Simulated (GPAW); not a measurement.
**MgS: relaxation of cell and atoms with PBEsol**

MgS:

```
S Mg
1.0
     0.00000    2.83312    2.83312
     2.83312    0.00000    2.83312
     2.83312    2.83312    0.00000
S Mg
1 1
Direct
  0.25000 0.25000 0.25000
  0.00000 0.00000 0.00000
```

The cell comes from a database or a generator and needn't be the stable form of this composition.

- Program: GPAW 26.7.0
- Task: relaxation of cell and atoms
- Functional: PBEsol
- Potentials or basis: PAW data sets generated in the run's folder for this functional
- Cutoff: 800 eV
- Basis: pw
- k mesh: 8 × 8 × 8
- Occupations: fermi-dirac, width 0.05 eV
- Spin: no spin polarisation
- Target pressure: 2 GPa
- Maxiter: 150
- Optimizer: BFGS
- Fmax: 0.02 eV/Å
- Max steps: 60
- Target pressure: 2 GPa
- Convergence: density=1e-05 forces=0.0001

| Property | Result |
| --- | --- |
| Relaxed volume | 21.85 Å³/atom |
| Relaxed cell | a = 3.953 Å, b = 3.953 Å, c = 3.953 Å, α = 60.00°, β = 60.00°, γ = 60.00° |
| Space group after relaxing (to 0.05 Å) | F-43m (No. 216) |
| Energy change on relaxing (the enthalpy is what falls) | +4.7 meV/atom |
| Ionic steps | 3 |
| Pressure after relaxing | 2.1 GPa |
| Band gap on the k mesh | 3.48 eV, direct |

Step by step:
```csv
step,energy change (eV),largest force (eV/Å),pressure (GPa),volume (Å³)
1,0.0000,0.0000,-0.37,45.48
2,-0.0003,0.0000,0.04,45.15
3,0.0094,0.0000,2.08,43.69
```

Final structure:
```cif
data_structure
_symmetry_space_group_name_H-M 'P 1'
_symmetry_Int_Tables_number 1
_cell_length_a 3.9535
_cell_length_b 3.9535
_cell_length_c 3.9535
_cell_angle_alpha 60.000
_cell_angle_beta 60.000
_cell_angle_gamma 60.000
_cell_volume 43.69
loop_
_atom_site_label
_atom_site_type_symbol
_atom_site_fract_x
_atom_site_fract_y
_atom_site_fract_z
_atom_site_occupancy
S1 S 0.25000 0.25000 0.25000 1
Mg1 Mg 0.00000 0.00000 0.00000 1
```

Levels at points of the mesh, in eV from the valence-band top:
| k point | band 6 | band 7 | band 8 | band 9 | band 10 | band 11 |
| --- | --- | --- | --- | --- | --- | --- |
| (0.00, 0.00, 0.00) | 0.00 | 0.00 | 0.00 | 3.48 | 7.93 | 7.93 |
| (0.50, 0.50, 0.00) | -2.96 | -1.09 | -1.09 | 3.67 | 5.58 | 11.40 |
| (0.50, 0.50, 0.50) | -3.31 | -0.34 | -0.34 | 5.12 | 7.56 | 7.56 |

Run time: 62 s on 1 thread of Arm Neoverse V1 (shared host), peak memory 0.21 GiB.

Caveat: later steps reuse the first step's grids. A k mesh can miss the band edges.
